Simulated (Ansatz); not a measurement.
Write the native input for Ansatz 0.2.0 that does the following.

* Task: single point
* Functional: HSE06 form with a typed share of exact exchange
* Potentials or basis: Ansatz PAW
* Cutoff: 420 eV (not typed: the program's choice for these potentials)
* k mesh: 5 × 5 × 4
* Occupations: fermi-dirac, width 0.05 eV
* Spin: no spin polarisation
* Screening (1/Å): 0.2
* Share of exact exchange: 0.05

Crystal: HfN.

```xyz
2
Lattice="3.4332 0.0000 0.0000 -1.7166 2.9732 0.0000 0.0000 0.0000 3.9698" Properties=species:S:1:pos:R:3 pbc="T T T"
Hf    0.0000    0.0000    1.9849
N     0.0000    0.0000    0.0000
```

The cell was built by a generator and needn't be a form met in nature.

The input as run:

input.yaml

```yaml
crystal:
  lattice:
    - [3.43321, 0.0, 0.0]
    - [-1.7166, 2.97324, 0.0]
    - [0.0, 0.0, 3.96982]
  atoms:
    - { symbol: Hf, position: [0.0, 0.0, 0.5] }
    - { symbol: "N", position: [0.0, 0.0, 0.0] }
hamiltonian:
  xc: { exchange: pbe, correlation: pbe, exx: { coeff: 0.05, omega: 0.2 } }
  pseudopotentials: { kind: paw }
kpoints:
  mp_grid: { grid: [5, 5, 4] }
scf:
  occupations: { method: fermi_dirac, width: 0.05 }
output:
  forces: true
  stress: true
  eigenvalues: true
```

Potentials or basis: Ansatz PAW.

Run with:

```console
$ ansatz run input.yaml --threads 2 --pin off --max-ram 5632MiB --backend cpu --events-out ev --progress --plain --runs-dir out
```

Results of the run:

```yaml
Pressure: -1.1 GPa
Band_gap_on_the_k_mesh: none (metal or under the smearing width)
```

Caveat: the k mesh is coarse (spacing up to 0.42 Å⁻¹), so the values aren't converged, least of all with exact exchange; the PAW data sets come from PBE, with cores solved anew for the run's functional, which leaves a small shift of forces and pressure; the thresholds are loose for stress.

Run time: 16 s on 2 threads of Arm Neoverse V1, with other jobs on the host, peak memory 0.78 GiB.
